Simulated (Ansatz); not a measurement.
Level of theory: Ansatz, DFT PBE, scalar-relativistic, plane waves, PAW. Settings: cutoff 420 eV, Γ-centred meshes spaced at most about 0.3 Å⁻¹, and about 0.25 Å⁻¹ or finer for metals (2π included), Gaussian smearing. No spin polarisation in the final relaxations.

Temperature and zero-point effects are left out.

Two relaxed structures of Li₄TaO:

A.

```
CELL_PARAMETERS angstrom
3.21008 0.00000 0.00000
-1.60504 2.78001 0.00000
0.00000 0.00000 7.32489
ATOMIC_POSITIONS crystal
Li 0.66667 0.33333 0.33339
Li 0.33333 0.66667 0.66661
Li 0.33333 0.66667 0.33339
Li 0.66667 0.33333 0.66661
Ta 0.00000 0.00000 0.00000
O 0.00000 0.00000 0.50000
```

B.

```
CELL_PARAMETERS angstrom
1.47642 -5.62797 0.00000
1.47642 5.62797 0.00000
0.00000 0.00000 4.44954
ATOMIC_POSITIONS crystal
Li 0.37233 0.62767 0.00000
Li 0.62767 0.37233 0.00000
Li 0.50000 0.00000 0.50000
Li 0.00000 0.50000 0.50000
Ta 0.50000 0.50000 0.50000
O 0.00000 0.00000 0.00000
```

Question: Which is lower in energy, and by how much?

Answer: A is lower, by 0.43 eV/atom. A has space group P6/mmm (No. 191), 10.9 Å³/atom and no gap on its mesh; B has space group Cmmm (No. 65), 12.3 Å³/atom and no gap. Counting Li or Ta atoms around O (for each partner element, those within 1.25 times its shortest distance or 1.15 times the sum of covalent radii, where it is the nearest in units of that sum or under 1.3), A has O 12 and B has O 8. The denser one is the lower, and pressure would at first widen the difference. Both come from invented guesses. A third cell relaxed alike, in P4/mmm, lies 0.32 eV/atom below the lower of the two.

Spin–orbit coupling, which can matter for Ta, is left out. A magnetic state wasn't ruled out in cells without spin, among them Cmmm. Cells relaxed within their symmetry can be saddle points.

A lies 0.43 eV/atom below B, but both cells contain Li–Li contacts far shorter than those in lithium metal. In A they form flat honeycomb nets; in B half the lithium sits in straight chains with still closer contacts. Symmetry ties these spacings to the Ta–Ta repeat, so the lithium can spread out only if the Ta–Ta contacts stretch too. The energy difference therefore probably reflects mainly how severely each arrangement squeezes the lithium, with Li–O and Ta–Ta bonding also contributing. It is not clean evidence that oxygen prefers twelve neighbours to eight, particularly as the Ta–O contacts in B are too long for normal bonds.

The absence of a gap fits the composition: oxygen can take up only a small part of the valence electrons, leaving the rest in Ta 5d and Li-derived metallic states. The ranking does not establish Li₄TaO as a compound; separation into Li₂O, tantalum and lithium is the obvious competitor, since lithium and tantalum scarcely mix and Li₂O is very stable.
